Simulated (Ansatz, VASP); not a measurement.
# SiC30 in two plane-wave programs

One calculation is typed for both programs; each brings its own data sets. How far apart do they land? The cell is taken from a series of runs on this material, whose earlier steps may have relaxed, scaled, displaced or heated it; both programs get it as it stands.

Method: plane waves, with VASP 6.6.1 beside it; single point at HSE06, in Ansatz 0.2.0.

In doubt: the hybrid run may have settled on a false gap or state, so the values of those runs are not to be relied on; a hybrid run on one k-point, which bears on gaps, levels and energies.

### 1. Starting point

The cell holds 31 atoms: 30 C and 1 Si. Its edges and angles: a = 6.186 Å, b = 6.186 Å, c = 6.186 Å, α = 109.5°, β = 109.5°, γ = 109.5°. It derives from C (C (Fd-3m)). Nearest the centre at fractional (0.375, 0.500, 0.500): Si31 at 0.00 Å, C8 at 1.97 Å, C7 at 1.97 Å, C2 at 1.97 Å, C24 at 1.97 Å, C25 at 1.97 Å, C30 at 1.97 Å, C23 at 2.66 Å. The cell carries charge −1.

### 2. Ansatz: single point, HSE06

Ansatz runs on its default PAW (the set named soft_2) files.

With cell and atoms fixed, the geometry can't cause a difference; cores, projectors, grids and the points listed under the comparison can.

The input, input.yaml:

```yaml
crystal:
  lattice:
    - [-3.57158176, 3.57158176, 3.57158176]
    - [3.57158176, -3.57158176, 3.57158176]
    - [3.57158176, 3.57158176, -3.57158176]
  atoms:
    - { symbol: C, position: [0.000435217, 0.000537101, 0.5] }
    - { symbol: C, position: [-0.000760848, 0.237639903, 0.237639903] }
    - { symbol: C, position: [0.000435217, 0.5, 0.000537101] }
    - { symbol: C, position: [-0.005050198, 0.747320891, 0.747320891] }
    - { symbol: C, position: [0.247020085, -0.00395778, 0.247460711] }
    - { symbol: C, position: [0.247020085, 0.247460711, -0.00395778] }
    - { symbol: C, position: [0.261599249, 0.5, 0.762360097] }
    - { symbol: C, position: [0.261599249, 0.762360097, 0.5] }
    - { symbol: C, position: [0.499898117, -0.000537101, -0.000537101] }
    - { symbol: C, position: [0.499559375, 0.248581509, 0.752539289] }
    - { symbol: Si, position: [0.375012279, 0.5, 0.5] }
    - { symbol: C, position: [0.499559375, 0.752539289, 0.248581509] }
    - { symbol: C, position: [0.750977865, 0.00395778, 0.751418491] }
    - { symbol: C, position: [0.747628911, 0.252679109, 0.5] }
    - { symbol: C, position: [0.747628911, 0.5, 0.252679109] }
    - { symbol: C, position: [0.750977865, 0.751418491, 0.00395778] }
    - { symbol: C, position: [-0.000966794, -0.003957567, 0.248581553] }
    - { symbol: C, position: [-0.000966794, 0.248581553, -0.003957567] }
    - { symbol: C, position: [0.002382606, 0.5, 0.747320441] }
    - { symbol: C, position: [0.002382606, 0.747320441, 0.5] }
    - { symbol: C, position: [0.250113479, 0.000537167, 0.000537167] }
    - { symbol: C, position: [0.250451653, 0.247460879, 0.751418447] }
    - { symbol: C, position: [0.250451653, 0.751418447, 0.247460879] }
    - { symbol: C, position: [0.502990773, 0.003957567, 0.752539121] }
    - { symbol: C, position: [0.488411921, 0.237639906, 0.5] }
    - { symbol: C, position: [0.488411921, 0.5, 0.237639906] }
    - { symbol: C, position: [0.502990773, 0.752539121, 0.003957567] }
    - { symbol: C, position: [0.749576312, -0.000537167, 0.5] }
    - { symbol: C, position: [0.755062164, 0.252679559, 0.252679559] }
    - { symbol: C, position: [0.749576312, 0.5, -0.000537167] }
    - { symbol: C, position: [0.750772015, 0.762360094, 0.762360094] }
total_charge: -1
basis:
  ecutwfc: 420
  xc_grid: 2
hamiltonian:
  xc: hse06
kpoints:
  mp_grid: { grid: [1, 1, 1] }
magnetization:
  spin_polarized: true
  initial_magnetization: 1
  spin_locking: { lock_magnetization: hard }
scf:
  occupations: { method: fermi_dirac, width: 0.01 }
  max_iter: 120
  n_extra_bands: 20
  lower_state_search: "off"
output:
  forces: true
  eigenvalues: true
checkpoint:
  read: "../relax.run"
  write: "../ground.run"
  compress: false
  write_wavefunctions: true
  write_every: 100000
```

On the command line:

```bash
$ ansatz run input.yaml --threads 2 --pin off --max-ram 3768MiB --backend cpu --events-out ev --progress --plain --runs-dir out
```

Numbers of over 12 decimals in the logs are rounded to 6 here.

Log:

```text
Warning: the atoms were moved onto the symmetric positions of the space group found under crystal.symmetry.tolerance 1.0e-5 (fractional; no operation is sought that the atoms, as they stand in a round, miss by more than twice it, and no atom is moved by as much as it), and the run uses the moved positions. Before a round's move an operation carried an atom to 7.95e-5 Å from where it should land, the largest such dist [...]
Warning: the band count 83 (scf.n_extra_bands) hosts the net moment |M| = 1.0000 μB (N_el = 125) but caps the reachable moment at 2·n_bands − N_el = 41.0000 μB, below the 94 bands that the automatic rule leaves for it — a moment growing past the seed, or the majority channel's smearing tail, pins there with fewer empty majority states than that count leaves; raise or omit scf.n_extra_bands unless the cap is intended
Warning: checkpoint.read: the run can stay near the saved state's solution: 1 site(s) moved relative to the saved geometry (max |Δs| = 6.428e-6 fractional); the SCF starts from the saved state under `checkpoint.density_extrapolation: transplant`, in force with no word given; its orbitals are not used off its sites. A run without `checkpoint.read` takes nothing of the state. A lower free energy from it at the same positions (and U, V and field ramp, if any), with starting moments typed, shows a solution that this start missed, and an equal or higher one rules none out (checkpoint.read, Limitations, in the input reference)
Warning: checkpoint.read: hamiltonian.xc differs: saved pbe, current hse06; the SCF iterates under this deck's functional from the saved state
scf.n_extra_bands = 20 over 63 filled bands (N_el = 125.0): the run solves 83 bands
[...]
spin=Collinear: Kerker preconditioning applied to the charge; magnetization (m = ρ↑ − ρ↓) channel mixes plain (no charge-response kernel on spin).
SCF iter   2: F=—  HF=-8139.314551 eV  |F-HF|=—  |Δ(HF+E_count)|=   5.97e-8  Δρ=8.05e-6 (↑7.77e-6 ↓8.05e-6)  dr2=1.10e-7  dr2_m=6.84e-8  M=1.000 μB ∫|m|=1.091 μB  β_m=0.65  ethr=1.46e-10  ⟨swp⟩=4.0  Hψ=415  notcnv=0
SCF iter   3: F=—  HF=-8139.314551 eV  |F-HF|=—  |Δ(HF+E_count)|=   4.64e-8  Δρ=2.09e-6 (↑1.92e-6 ↓2.09e-6)  dr2=7.10e-8  dr2_m=1.46e-9  M=1.000 μB ∫|m|=1.091 μB  β_m=0.65  ethr=4.73e-11  ⟨swp⟩=3.5  Hψ=399  notcnv=0
SCF iter   4: F=—  HF=-8139.314551 eV  |F-HF|=—  |Δ(HF+E_count)|=  6.84e-10  Δρ=6.26e-7 (↑6.26e-7 ↓6.18e-7)  dr2=6.21e-8  dr2_m=5.98e-11  M=1.000 μB ∫|m|=1.091 μB  β_m=0.83  ethr=8.14e-12  ⟨swp⟩=3.0  Hψ=302  notcnv=0
SCF iter   5: F=—  HF=-8139.314551 eV  |F-HF|=—  |Δ(HF+E_count)|=  2.80e-10  Δρ=1.72e-7 (↑1.72e-7 ↓1.54e-7)  dr2=6.05e-8  dr2_m=1.18e-11  M=1.000 μB ∫|m|=1.091 μB  β_m=0.91  ethr=1.67e-12  ⟨swp⟩=3.0  Hψ=320  notcnv=0
SCF iter   6: F=—  HF=-8139.314551 eV  |F-HF|=—  |Δ(HF+E_count)|=   5.63e-7  Δρ=3.83e-6 (↑2.97e-6 ↓3.83e-6)  dr2=9.40e-9  dr2_m=1.76e-8  M=1.000 μB ∫|m|=1.091 μB  β_m=0.91  ethr=1.45e-12 (applied; sched 1.00e-12)  ⟨swp⟩=5.0  Hψ=582  notcnv=0
SCF iter   7: F=—  HF=-8139.314551 eV  |F-HF|=—  |Δ(HF+E_count)|=   1.18e-8  Δρ=4.75e-7 (↑4.75e-7 ↓3.51e-7)  dr2=5.22e-9  dr2_m=1.73e-10  M=1.000 μB ∫|m|=1.091 μB  β_m=0.96  ethr=1.17e-12 (applied; sched 1.00e-12)  ⟨swp⟩=4.0  Hψ=461  notcnv=0
SCF iter   8: F=—  HF=-8139.314551 eV  |F-HF|=—  |Δ(HF+E_count)|=  3.46e-11  Δρ=8.01e-8 (↑8.01e-8 ↓6.83e-8)  dr2=4.81e-9  dr2_m=8.30e-13  M=1.000 μB ∫|m|=1.091 μB  β_m=0.98  ethr=1.00e-12  ⟨swp⟩=3.0  Hψ=305  notcnv=0
SCF iter   9: F=—  HF=-8139.314551 eV  |F-HF|=—  |Δ(HF+E_count)|=   3.83e-8  Δρ=1.58e-6 (↑1.41e-6 ↓1.58e-6)  dr2=3.45e-10  dr2_m=3.65e-9  M=1.000 μB ∫|m|=1.091 μB  β_m=0.98  ethr=1.28e-12 (applied; sched 1.00e-12)  ⟨swp⟩=5.0  Hψ=518  notcnv=0
SCF iter  10: F=-8139.314551 eV  HF=-8139.314551 eV  |F-HF|=3.64e-12  |Δ(HF+E_count)|=   2.74e-9  Δρ=1.07e-7 (↑1.07e-7 ↓9.51e-8)  dr2=3.32e-11  dr2_m=1.44e-11  M=1.000 μB ∫|m|=1.091 μB  ethr=1.01e-12 (applied; sched 1.00e-12)  ⟨swp⟩=4.0  Hψ=405  notcnv=0
SCF 3 converged in 10 iterations: F = -8139.314551 eV  dr2 = 3.32e-11
  Residual-converged pass: ⟨swp⟩=3.0  Hψ=296  notcnv=0  max |occ|·‖R‖ = 2.7e-7 eV (tolerance 2.7e-7 eV)  dr2=3.31e-11  dr2_m=1.49e-11  dr2_onsite=1.36e-12  max |Δocc| = 6.7e-13
  greatest PAW one-centre occupation: 0.650 electrons in one spin orbital (limit 2), on the C atom at site 26 (counted from 0), in its partial waves of l = 0
hybrid outer 2: dexx = +8.294e-7 eV, tail = 5.81e-10 eV, Δε = 1.44e-3 eV (about 1.04e-5 eV left of the loop's levels), ΔF = 3.92e-4 eV/Å (tail 3.24e-5)
WARN: the filled states extend beyond the cell (their overlap across the Brillouin zone is 0.011, against 0 in a metal and nearly 1 for localised states). With one k-point a hybrid's gap, moments and forces can then be wrong. Use a denser k-mesh, or a larger cell for a defect
exact exchange (spin ↓): bands 61 to 62 share 1.000 electrons (bands counted from 0; each is filled to between 0.5000 and 0.5000 of a full level, and every other level of the channel is within 0.05 of full or of empty; at each k-point the levels lie within 1.1e-13 eV, against a smearing width of 0.0100 eV)
hybrid SCF converged: 2 outer / 21 inner (+7 warm-up), last move |dexx| = 8.29e-7 eV, tail = 5.81e-10 eV
Magnetization: 1.0000 μB (63.0000 up, 62.0000 down)
Absolute magnetization: 1.0934 μB (∫|ρ↑−ρ↓|, with the PAW one-centre terms)
Spin contamination: 0.0022 ħ² per cell (⟨S²⟩ above its minimum at these occupations)
Per-site moments (μB) at R_I (Å): [(0.011376, 0.636624), (0.055559, 0.626203), (0.011376, 0.636624), (0.00285539, 0.637684), (0.014154, 0.626203), (0.014154, 0.626203), (0.055559, 0.626203), (0.055559, 0.626203), (0.011376, 0.636624), (0.014154, 0.626203), (0.0076468, 0.813094), (0.014154, 0.626203), (0.014154, 0.626203), (0.00285539, 0.637684), (0.00285539, 0.637684), (0.014154, 0.626203), (0.014154, 0.626203), (0.0 [...]
Free energy (F): -8139.314551 eV
Frozen-core exchange: fock
Harris-Foulkes:  -8139.314551 eV  (|F-HF|=3.64e-12)
Internal energy: -8139.300688 eV  (E = F + TS)
E sigma→0 (E₀):  -8139.307620 eV
Entropy (-TS):   -0.013863 eV (-0.447 meV/atom)
Fermi energy:    14.588136 (↑ 16.107046, ↓ 14.588136) eV
--- Per-component energies (eV) ---
  E_band       = 379.533435
  E_kinetic    = 2850.954536
  E_local      = -1965.510354  (includes V_loc(G=0)·N_el)
  E_nonlocal   = 813.173312
  E_hartree    = 472.628822
  E_xc         = -1241.371131
  E_vxc        = -1509.001009  (∫ρ·V_xc dr)
  E_exx        = -283.503834  (= α·E_x^exact, valence–valence)
  E_paw        = -3499.563185  (= ΣΔE_a)
  E_vpaw       = -188.333447  (= ΣTr[D̂ρ^β])
  E_aug_tail   = 0.000270  (compensation charges beyond the density's cutoff)
  E_ewald      = -5285.533460
  E_core_change = -0.575664  (= ΣΔE_core)
  E_smearing   = -0.013863  (= −TS)
  E_closure    = -0.000000  (closes the sum)
  E_deformation_potential = -21.516638  (in the stress; not in F)
  Σ components = -8139.314551   (vs F -8139.314551, Δ=0.00e0)
--- Forces (eV/Å), atoms counted from 1 ---
  atom   1  C     -0.01370303     0.01370303    -0.00191363
  atom   2  C     -0.08887624    -0.01533630    -0.01533630
  atom   3  C     -0.01370303    -0.00191363     0.01370303
  atom   4  C     -0.00453266     0.02458586     0.02458586
  atom   5  C      0.00393741     0.00078620    -0.03125799
  atom   6  C      0.00393741    -0.03125799     0.00078620
  atom   7  C      0.01533630     0.08887624    -0.01533630
  atom   8  C      0.01533630    -0.01533630     0.08887624
  atom   9  C      0.00191363     0.01370303     0.01370303
  atom  10  C     -0.00078620    -0.00393741    -0.03125799
  atom  11  Si     0.00000000    -0.00000000     0.00000000
  atom  12  C     -0.00078620    -0.03125799    -0.00393741
  atom  13  C      0.03125799     0.00078620    -0.00393741
  atom  14  C     -0.02458586     0.02458586     0.00453266
  atom  15  C     -0.02458586     0.00453266     0.02458586
  atom  16  C      0.03125799    -0.00393741     0.00078620
  atom  17  C     -0.03125799    -0.00078620     0.00393741
  atom  18  C     -0.03125799     0.00393741    -0.00078620
  atom  19  C      0.02458586    -0.00453266    -0.02458586
  atom  20  C      0.02458586    -0.02458586    -0.00453266
  atom  21  C     -0.00191363    -0.01370303    -0.01370303
  atom  22  C      0.00078620     0.03125799     0.00393741
  atom  23  C      0.00078620     0.00393741     0.03125799
  atom  24  C     -0.00393741    -0.00078620     0.03125799
  atom  25  C     -0.01533630     0.01533630    -0.08887624
  atom  26  C     -0.01533630    -0.08887624     0.01533630
  atom  27  C     -0.00393741     0.03125799    -0.00078620
  atom  28  C      0.01370303    -0.01370303     0.00191363
  atom  29  C      0.00453266    -0.02458586    -0.02458586
  atom  30  C      0.01370303     0.00191363    -0.01370303
  atom  31  C      0.08887624     0.01533630     0.01533630
  max |Σ_I F_I| component: 4.34e-17 eV/Å
--- Band table (eV) ---
  k-point 0 ↑: bands = ["-10.8315", "-6.5502", "-6.3765", "-6.3765", "-6.3443", "-6.3443", "-6.2544", "-6.2544", "-6.1321", "-5.7930", "-5.7930", "-4.7559", "-3.6212", "-1.5989", "-1.5989", "-1.2656", "-1.2656", "-0.3783", "-0.1245", "2.7446", "2.7446", "2.7822", "2.7876", "2.7876", "3.0591", "3.0591", "3.2223", "3.2273", "3.2273", "3.5363", "4.0121", "4.1073", "4.1073", "4.2650", "4.2650", "4.4806", "4.8022", "4.802 [...]
  k-point 0 ↓: bands = ["-10.7787", "-6.4884", "-6.3308", "-6.3308", "-6.2755", "-6.2755", "-6.2081", "-6.2081", "-6.1088", "-5.7363", "-5.7363", "-4.6700", "-3.5246", "-1.5213", "-1.5213", "-1.2068", "-1.2068", "-0.2822", "-0.0079", "2.8046", "2.8046", "2.8449", "2.8449", "2.8559", "3.1450", "3.1450", "3.2635", "3.2961", "3.2961", "3.6146", "4.0403", "4.1648", "4.1648", "4.3182", "4.3182", "4.5284", "4.8977", "4.897 [...]
```

In the SCF lines HF is the Harris–Foulkes energy and dr2 the Hartree energy of the density residual, in eV; the loop may stop once dr2 is under the threshold and the program's other checks hold. Hψ counts applications of the Hamiltonian.

[end of part 1 of 2]

[Lines on the potential files, build, host, timing and source positions are cut from VASP's logs without a mark.]

[Logs are printed without paths, hosts, clocks, repeated set-up lines and the standing remarks that a program may print on its own settings, such as how far it seeks lower states.]

[Hosts, paths, dates, database ids (printed as entryN), source tags and the programs' standing remarks are cut or masked in the printed files.]
